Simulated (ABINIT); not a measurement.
The system is MoS2.

```
CELL_PARAMETERS angstrom
1.58000 0.91221 6.15000
-1.58000 0.91221 6.15000
0.00000 -1.82443 6.15000
ATOMIC_POSITIONS crystal
Mo 0.00000 0.00000 0.00000
S 0.41700 0.41700 0.41700
S 0.25000 0.25000 0.25000
```

Measurements of this composition are mostly on another form, of space group No. 194.

Base run:

- Program: ABINIT 10.8.3 (patched build)
- Functional: PBEsol
- Potentials or basis: PseudoDojo NC SR PBEsol v0.4.1 standard
- Cutoff: 980 eV
- k mesh: 8 × 8 × 8
- Occupations: fermi-dirac, width 0.05 eV
- Spin: no spin polarisation

Its results: band gap on the k mesh 0.99 eV, indirect (least direct gap 2.03 eV); pressure 0.3 GPa; largest force 0.269 eV/Å.

Q: After a change of settings the same cell gave: band gap on the k mesh 0.96 eV, indirect (least direct gap 2.02 eV); pressure -2.6 GPa; largest force 0.092 eV/Å. Which change was it?
A. functional from PBEsol to PBE; potentials or basis from PseudoDojo NC SR PBEsol v0.4.1 standard to SPMS NC PBE v1.0; cutoff from 980 eV to 599 eV
B. functional from PBEsol to PBE; potentials or basis from PseudoDojo NC SR PBEsol v0.4.1 standard to JTH PAW PBE v2.0; cutoff from 980 eV to 544 eV
C. functional from PBEsol to LDA; potentials or basis from PseudoDojo NC SR PBEsol v0.4.1 standard to PseudoDojo NC SR LDA v0.4.1 standard; cutoff from 980 eV to 952 eV
D. potentials or basis from PseudoDojo NC SR PBEsol v0.4.1 standard to PseudoDojo NC SR PBEsol v0.4 stringent

A: C.
